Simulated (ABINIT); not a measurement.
# InP (F-43m) in ABINIT: settings compared

The runs below take InP through single point, with PBE, PBEsol.

All numbers are computed with ABINIT 10.8.3 (patched build); they aren't measurements. Logs are shortened: lines on timing, memory, paths and dates and some standing lists are left out, and cuts for length are marked. The log counts tension as positive stress, the text compression.

**The experiment to reproduce.**

From a printed reference work, data compilation, for a bulk crystal of InP at 1.6 K: band gap 1.4236 eV (direct).

The runs below are set against these values where they give the same quantity.

**1. Starting point**

It takes space group F-43m (No. 216, cubic). The conventional cell has a = 5.861 Å, b = 5.861 Å, c = 5.861 Å, α = 90.00°, β = 90.00°, γ = 90.00°. Around In (site symmetry -43m) lie 4 P at 2.54 Å. Around P (site symmetry -43m) lie 4 In at 2.54 Å.

**2. Single point, PBE**

Input file run.abi:

```
# Pseudopotentials
pp_dirpath "./"
pseudos "In.upf, P.upf"

# Structure
acell 3*1.0
rprim
     0.0000000000     5.5378424082     5.5378424082
     5.5378424082     0.0000000000     5.5378424082
     5.5378424082     5.5378424082     0.0000000000
ntypat 2
znucl 49 15
natom 2
typat 1 2
xred
     0.0000000000     0.0000000000     0.0000000000
     0.7500000000     0.7500000000     0.7500000000

# Plane-wave basis
ecut 35.0

# k points
kptopt 1
ngkpt 6 6 6
nshiftk 1
shiftk 0.0 0.0 0.0

# Exchange and correlation
ixc 11

# Bands and occupations
nband 13
occopt 3
tsmear 0.05 eV

# SCF cycle
nstep 100
tolvrs 1.0e-10

# Output
iomode 3
prtwf 0
prtden 0
prteig 0
prtebands 0
enunit 1
```

Potentials or basis: PseudoDojo NC SR PBE v0.4.1 standard.

Run with:

```sh
abinit run.abi > log 2>&1
```

run.abo:

```text
.Version 10.8.3 of ABINIT
 Symmetries : space group F-4 3 m (#216); Bravais cF (face-center cubic)
================================================================================
 Values of the parameters that define the memory need of the present run
     intxc =       0    ionmov =       0      iscf =       7    lmnmax =       6
     lnmax =       6     mgfft =      45  mpssoang =       3    mqgrid =    3001
     natom =       2  nloc_mem =       1    nspden =       1   nspinor =       1
    nsppol =       1      nsym =      24    n1xccc =    2501    ntypat =       2
    occopt =       3   xclevel =       2
       mpw =        3386          nfft =       91125          nkpt =          16
================================================================================
================================================================================

--------------------------------------------------------------------------------
------------- Echo of variables that govern the present computation ------------
--------------------------------------------------------------------------------
 -outvars: echo values of preprocessed input variables --------
            acell      1.0000000000E+00  1.0000000000E+00  1.0000000000E+00 Bohr
              amu      1.14820000E+02  3.09737620E+01
             ecut      3.50000000E+01 Hartree
           enunit           1
              ixc          11
         kptrlatt        6    0    0      0    6    0      0    0    6
          kptrlen      4.69901510E+01
            natom           2
            nband          13
            ngfft          45      45      45
             nkpt          16
            nstep         100
             nsym          24
           ntypat           2
           occopt           3
           prtden           0
        prtebands           0
           prteig           0
            prtwf           0
            rprim      0.0000000000E+00  5.5378424082E+00  5.5378424082E+00
                       5.5378424082E+00  0.0000000000E+00  5.5378424082E+00
                       5.5378424082E+00  5.5378424082E+00  0.0000000000E+00
          spgroup         216
           tolvrs      1.00000000E-10
           tsmear      1.83746611E-03 Hartree
            typat      1  2
           xangst      0.0000000000E+00  0.0000000000E+00  0.0000000000E+00
                       4.3957499970E+00  4.3957499970E+00  4.3957499970E+00
            xcart      0.0000000000E+00  0.0000000000E+00  0.0000000000E+00
                       8.3067636123E+00  8.3067636123E+00  8.3067636123E+00
             xred      0.0000000000E+00  0.0000000000E+00  0.0000000000E+00
                       7.5000000000E-01  7.5000000000E-01  7.5000000000E-01
            znucl       49.00000   15.00000

================================================================================

 chkinp: Checking input parameters for consistency.

================================================================================
== DATASET  1 ==================================================================

--- !DatasetInfo
iteration_state: {dtset: 1, }
dimensions: {natom: 2, nkpt: 16, mband: 13, nsppol: 1, nspinor: 1, nspden: 1, mpw: 3386, }
cutoff_energies: {ecut:  35.0, pawecutdg:  -1.0, }
electrons: {nelect:   1.80000000E+01, charge:   0.00000000E+00, occopt:   3.00000000E+00, tsmear:   1.83746611E-03, }
meta: {optdriver: 0, ionmov: 0, optcell: 0, iscf: 7, paral_kgb: 0, }
...

 Exchange-correlation functional for the present dataset will be:
  GGA: Perdew-Burke-Ernzerhof functional - ixc=11
  J.P.Perdew, K.Burke, M.Ernzerhof, PRL 77, 3865 (1996)

 Real(R)+Recip(G) space primitive vectors, cartesian coordinates (Bohr,Bohr^-1):
 R(1)=  0.0000000  5.5378424  5.5378424  G(1)= -0.0902879  0.0902879  0.0902879
 R(2)=  5.5378424  0.0000000  5.5378424  G(2)=  0.0902879 -0.0902879  0.0902879
 R(3)=  5.5378424  5.5378424  0.0000000  G(3)=  0.0902879  0.0902879 -0.0902879
 Unit cell volume ucvol=  3.3966576E+02 bohr^3
 Angles (23,13,12)=  6.00000000E+01  6.00000000E+01  6.00000000E+01 degrees

 getcut: wavevector=  0.0000  0.0000  0.0000  ngfft=  45  45  45
         ecut(hartree)=     35.000   => boxcut(ratio)=   2.10959

--- Pseudopotential description ------------------------------------------------
- pspini: atom type   1  psp file is ./In.upf
12 -101130 2 -1 1964                          pspcod,pspxc,lmax,lloc,mmax
     nproj     2     2     2

- pspini: atom type   2  psp file is ./P.upf
12 -101130 2 -1 1298                          pspcod,pspxc,lmax,lloc,mmax
     nproj     2     2     2

   6.00945385E+02                                ecore*ucvol(ha*bohr**3)
--------------------------------------------------------------------------------

================================================================================

--- !BeginCycle
iteration_state: {dtset: 1, }
solver: {iscf: 7, nstep: 100, nline: 4, wfoptalg: 0, }
tolerances: {tolvrs: 1.00E-10, }
...

     iter   Etot(hartree)      deltaE(h)  residm     vres2
 ETOT  1  -72.704394306610    -7.270E+01 4.893E-01 3.613E+02
 ETOT  2  -73.372813128523    -6.684E-01 2.059E-02 1.675E+02
 ETOT  3  -73.392423760071    -1.961E-02 2.038E-03 8.350E+00
 ETOT  4  -73.393229380789    -8.056E-04 9.777E-04 4.909E-01
 ETOT  5  -73.393264237661    -3.486E-05 2.875E-04 5.389E-02
 ETOT  6  -73.393269153135    -4.915E-06 2.132E-04 1.379E-02
 ETOT  7  -73.393270826536    -1.673E-06 9.685E-05 2.853E-05
 ETOT  8  -73.393270833439    -6.903E-09 9.100E-05 5.113E-07
 ETOT  9  -73.393270833636    -1.972E-10 4.608E-05 1.445E-07
 ETOT 10  -73.393270833662    -2.626E-11 3.894E-05 3.679E-09
 ETOT 11  -73.393270833663    -7.816E-13 2.685E-05 6.577E-10
 ETOT 12  -73.393270833661     2.373E-12 1.687E-05 2.909E-11

 At SCF step   12       vres2   =  2.91E-11 < tolvrs=  1.00E-10 =>converged.

 Cartesian components of stress tensor (hartree/bohr^3)
  sigma(1 1)= -1.15912276E-04  sigma(3 2)=  0.00000000E+00
  sigma(2 2)= -1.15912276E-04  sigma(3 1)=  0.00000000E+00
  sigma(3 3)= -1.15912276E-04  sigma(2 1)=  0.00000000E+00

--- !ResultsGS
iteration_state: {dtset: 1, }
comment   : Summary of ground state results
lattice_vectors:
- [  0.0000000,   5.5378424,   5.5378424, ]
- [  5.5378424,   0.0000000,   5.5378424, ]
- [  5.5378424,   5.5378424,   0.0000000, ]
lattice_lengths: [   7.83169,    7.83169,    7.83169, ]
lattice_angles: [ 60.000,  60.000,  60.000, ] # degrees, (23, 13, 12)
lattice_volume:   3.3966576E+02
convergence: {deltae:  2.373E-12, res2:  2.909E-11, residm:  1.687E-05, diffor: null, }
etotal    :  -7.33932708E+01
entropy   :   0.00000000E+00
fermie    :   1.78451700E-01
cartesian_stress_tensor: # hartree/bohr^3
- [ -1.15912276E-04,   0.00000000E+00,   0.00000000E+00, ]
- [  0.00000000E+00,  -1.15912276E-04,   0.00000000E+00, ]
- [  0.00000000E+00,   0.00000000E+00,  -1.15912276E-04, ]
pressure_GPa:   3.4103E+00
xred      :
- [  0.0000E+00,   0.0000E+00,   0.0000E+00, In]
- [  7.5000E-01,   7.5000E-01,   7.5000E-01,  P]
cartesian_forces: # hartree/bohr
- [ -0.00000000E+00,  -0.00000000E+00,  -0.00000000E+00, ]
- [ -0.00000000E+00,  -0.00000000E+00,  -0.00000000E+00, ]
force_length_stats: {min:   0.00000000E+00, max:   0.00000000E+00, mean:   0.00000000E+00, }
...

 Integrated electronic density in atomic spheres:
 ------------------------------------------------
 Atom  Sphere_radius  Integrated_density
    1        2.00000          9.89477229
    2        2.00000          2.75891873
================================================================================

 ----iterations are completed or convergence reached----

 Mean square residual over all n,k,spin=   12.046E-08; max=  16.867E-06
 reduced coordinates (array xred) for    2 atoms
       0.000000000000      0.000000000000      0.000000000000
       0.750000000000      0.750000000000      0.750000000000
 rms dE/dt=  0.0000E+00; max dE/dt=  0.0000E+00; dE/dt below (all hartree)
    1       0.000000000000      0.000000000000      0.000000000000
    2       0.000000000000      0.000000000000      0.000000000000

 cartesian coordinates (angstrom) at end:
    1      0.00000000000000     0.00000000000000     0.00000000000000
    2      4.39574999700532     4.39574999700532     4.39574999700532

 cartesian forces (hartree/bohr) at end:
    1     -0.00000000000000    -0.00000000000000    -0.00000000000000
    2     -0.00000000000000    -0.00000000000000    -0.00000000000000
 frms,max,avg= 0.0000000E+00 0.0000000E+00   0.000E+00  0.000E+00  0.000E+00 h/b

 cartesian forces (eV/Angstrom) at end:
    1     -0.00000000000000    -0.00000000000000    -0.00000000000000
    2     -0.00000000000000    -0.00000000000000    -0.00000000000000
 frms,max,avg= 0.0000000E+00 0.0000000E+00   0.000E+00  0.000E+00  0.000E+00 e/A
 length scales=  1.000000000000  1.000000000000  1.000000000000 bohr
              =  0.529177210544  0.529177210544  0.529177210544 angstroms
 Fermi (or HOMO) energy (eV) =   4.85592   Average Vxc (eV)=  -9.41565
 Eigenvalues (   eV  ) for nkpt=  16  k points:
 kpt#   1, nband= 13, wtk=  0.00463, kpt=  0.0000  0.0000  0.0000 (reduced coord)
  -9.77309   -9.77309   -9.77309   -9.62445   -9.62445   -7.04517    4.47342    4.47342
   4.47342    5.18280    8.56161    8.56161    8.56161
 prteigrs : prtvol=0 or 1, do not print more k-points.

--- !EnergyTerms
iteration_state     : {dtset: 1, }
comment             : Components of total free energy in Hartree
kinetic             :  4.44232537058631E+01
hartree             :  1.84141299533946E+01
xc                  : -2.21162575582155E+01
Ewald energy        : -4.48602020983076E+01
psp_core            :  1.76922566349129E+00
local_psp           : -5.72065263773385E+01
non_local_psp       : -1.38168937224265E+01
internal            : -7.33932704335392E+01
'-kT*entropy'       : -4.00121576025866E-07
total_energy        : -7.33932708336608E+01
total_energy_eV     : -1.99713264051063E+03
band_energy         : -3.60600643208285E+00
...

 Cartesian components of stress tensor (hartree/bohr^3)
  sigma(1 1)= -1.15912276E-04  sigma(3 2)=  0.00000000E+00
  sigma(2 2)= -1.15912276E-04  sigma(3 1)=  0.00000000E+00
  sigma(3 3)= -1.15912276E-04  sigma(2 1)=  0.00000000E+00

-Cartesian components of stress tensor (GPa)         [Pressure=  3.4103E+00 GPa]
- sigma(1 1)= -3.41025690E+00  sigma(3 2)=  0.00000000E+00
- sigma(2 2)= -3.41025690E+00  sigma(3 1)=  0.00000000E+00
- sigma(3 3)= -3.41025690E+00  sigma(2 1)=  0.00000000E+00

== END DATASET(S) ==============================================================
================================================================================

 -outvars: echo values of variables after computation  --------
            acell      1.0000000000E+00  1.0000000000E+00  1.0000000000E+00 Bohr
           etotal     -7.3393270834E+01
            fcart     -0.0000000000E+00 -0.0000000000E+00 -0.0000000000E+00
                      -0.0000000000E+00 -0.0000000000E+00 -0.0000000000E+00
            rprim      0.0000000000E+00  5.5378424082E+00  5.5378424082E+00
                       5.5378424082E+00  0.0000000000E+00  5.5378424082E+00
                       5.5378424082E+00  5.5378424082E+00  0.0000000000E+00
           strten     -1.1591227592E-04 -1.1591227592E-04 -1.1591227592E-04
                       0.0000000000E+00  0.0000000000E+00  0.0000000000E+00
           xangst      0.0000000000E+00  0.0000000000E+00  0.0000000000E+00
                       4.3957499970E+00  4.3957499970E+00  4.3957499970E+00
             xred      0.0000000000E+00  0.0000000000E+00  0.0000000000E+00
                       7.5000000000E-01  7.5000000000E-01  7.5000000000E-01
 Calculation completed.
```

It took 35 s on 1 thread of Intel Xeon at 2.70GHz, shared host; peak memory 0.09 GiB.

Results:

| Item | Value |
| --- | --- |
| Free energy | -1997.1326 eV |
| Pressure | 3.4 GPa |
| Band gap on the k mesh | 0.71 eV, direct |
| Valence electrons inside the program's atomic spheres | In 9.89; P 2.76 |

Caveat: spin-orbit coupling is left out, which moves the levels of the heavy elements.

**3. Single point, PBEsol**

Input file run.abi:

```
# Pseudopotentials
pp_dirpath "./"
pseudos "In.upf, P.upf"

# Structure
acell 7.83169184 7.83169184 7.83169184
rprim
     0.0000000000     0.7071067812     0.7071067812
     0.7071067812     0.0000000000     0.7071067812
     0.7071067812     0.7071067812     0.0000000000
ntypat 2
znucl 49 15
natom 2
typat 1 2
xred
     0.0000000000     0.0000000000     0.0000000000
     0.7500000000     0.7500000000     0.7500000000

# Plane-wave basis
ecut 31.0

# k points
kptopt 1
ngkpt 6 6 6
nshiftk 1
shiftk 0.0 0.0 0.0

# Exchange and correlation
ixc -116133

# Bands and occupations
nband 13
occopt 3
tsmear 0.05 eV

# SCF cycle
nstep 100
tolvrs 1.0e-10

# Output
iomode 3
prtwf 0
prtden 0
prteig 0
prtebands 0
```

Potentials or basis: PseudoDojo NC SR PBEsol v0.4.1 standard.

Run with:

```sh
abinit run.abi > log 2>&1
```

Run time: 23 s. Hardware: 1 thread of Intel Xeon at 2.70GHz, shared host; peak memory 0.08 GiB.

The run converged. Its results:

```yaml
Free_energy: -1992.7719 eV
Pressure: 0.1 GPa
Band_gap_on_the_k_mesh: 0.61 eV, direct
Valence_electrons_inside_the_program's_atomic_spheres: In 9.92; P 2.77
```

Levels at points of the mesh, in eV from the valence-band top:
```csv
k point,band 5,band 6,band 7,band 8,band 9,band 10,band 11,band 12,band 13
"(0.00, 0.00, 0.00)",-14.07,-11.55,0.00,0.00,0.00,0.61,4.01,4.01,4.01
"(0.50, 0.00, 0.00)",-14.05,-9.80,-5.80,-0.98,-0.98,1.40,4.73,4.73,6.97
"(0.50, 0.50, 0.00)",-14.03,-9.14,-5.82,-2.35,-2.35,1.63,2.16,9.11,9.51
```

Caveat: spin-orbit coupling is left out, which moves the levels of the heavy elements.

**4. Single point, PBE**

run.abi, as its differences from that of step 3:

```diff
@@ -5,3 +5,3 @@
 # Structure
-acell 7.83169184 7.83169184 7.83169184
+acell 4.1443528445 4.1443528445 4.1443528445 Angstrom
 rprim
@@ -14,5 +14,5 @@
 typat 1 2
-xred
+xcart
      0.0000000000     0.0000000000     0.0000000000
-     0.7500000000     0.7500000000     0.7500000000
+     8.3067636123     8.3067636123     8.3067636123
 
@@ -28,3 +28,3 @@
 # Exchange and correlation
-ixc -116133
+ixc 11
 
@@ -42,4 +42,8 @@
 prtwf 0
-prtden 0
 prteig 0
 prtebands 0
+prtden 1
+prtvha 1
+prtvclmb 1
+prtpot 1
+prtelf 1
```

Potentials or basis: PseudoDojo NC SR PBE v0.4.1 standard.

Run with:

```sh
abinit run.abi > log 2>&1
```

It took 21 s on 1 thread of Arm Neoverse V1, shared host; peak memory 0.07 GiB.

The run converged. Its results:

```yaml
Free_energy: -1997.1233 eV
Band_gap_on_the_k_mesh: 0.71 eV, direct
Valence_electrons_inside_the_program's_atomic_spheres: In 9.92; P 2.78
```

Levels at points of the mesh, in eV from the valence-band top:
```
           k point  band 7  band 8  band 9  band 10  band 11  band 12
(0.00, 0.00, 0.00)    0.00    0.00    0.00     0.71     4.09     4.09
(0.50, 0.00, 0.00)   -5.73   -0.97   -0.97     1.50     4.80     4.80
(0.50, 0.50, 0.00)   -5.75   -2.32   -2.32     1.76     2.26     9.24
```

Caveat: the cutoff is too short for stress, so the log's stress isn't used; spin-orbit coupling is left out, which moves the levels of the heavy elements.

**5. The runs side by side**

```tsv
level	potentials or basis	cutoff (eV)	gap on the mesh (eV)	pressure (GPa)
PBE	PseudoDojo NC SR PBE v0.4.1 standard	952	0.71	3.4
PBEsol	PseudoDojo NC SR PBEsol v0.4.1 standard	844	0.61	0.1
PBE	PseudoDojo NC SR PBE v0.4.1 standard	844	0.71	-
```

Alike in all rows: task single point; no spin polarisation; cell as given; k mesh 6 × 6 × 6; smearing fermi-dirac 0.05 eV.

Caveats: spin-orbit coupling is left out, which moves the levels of the heavy elements.

Absolute energies hang on the potentials; compare differences alone.

**6. Comparison with measurements**

Step 2. A measured gap of InP is 1.4236 eV (direct; 1.6 K; a printed reference work, data compilation); the calculated 0.71 eV misses it by -0.71 eV. Spin-orbit coupling on In is left out. The value is that of PBE, without temperature or zero-point motion. Semilocal functionals fall short of measured gaps as a rule.

Step 3. A measured gap of InP is 1.4236 eV (direct; 1.6 K; a printed reference work, data compilation); the calculated 0.61 eV misses it by -0.81 eV. Spin-orbit coupling on In is left out. The value is that of PBEsol, without temperature or zero-point motion. Semilocal functionals fall short of measured gaps as a rule.

Step 4. Against the measured gap of InP, 1.4236 eV (direct; 1.6 K; a printed reference work, data compilation), the calculated 0.71 eV is off by -0.71 eV. Spin-orbit coupling on In is left out. The value is that of PBE, without temperature or zero-point motion. Semilocal functionals fall short of measured gaps as a rule.
